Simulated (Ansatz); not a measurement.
# Sn in Ansatz: the effect of functional

Sn:

```
Sn
1.0
    -1.74926    1.79891    2.36911
     1.74926   -1.79891    2.36911
     1.74926    1.79891   -2.36911
Sn
1
Direct
  0.00000 0.00000 0.00000
```

This isn't the form of Sn at room conditions, which is tetragonal (white tin).

The cell isn't the ideal one: volume scaled by 1.04.

Alike in all runs:

- Program: Ansatz 0.2.0
- Task: single point
- Potentials or basis: Ansatz PAW
- k mesh: 11 × 11 × 11
- Occupations: fermi-dirac, width 0.05 eV
- Spin: no spin polarisation

```csv
functional,cutoff,pressure (GPa)
LDA,420 eV (not typed: the program's choice for these potentials),-6.1
PBEsol,420 eV (not typed: the program's choice for these potentials),?
r2SCAN,500 eV (not typed: the program's choice for these potentials),-3.7
```

What does the run with functional PBEsol give?

Pressure -5.0 GPa.

Caveats: the PAW data sets come from PBE, with cores solved anew for the run's functional, which leaves a small shift of forces and pressure.

Runs at the PBE level aren't shown here.
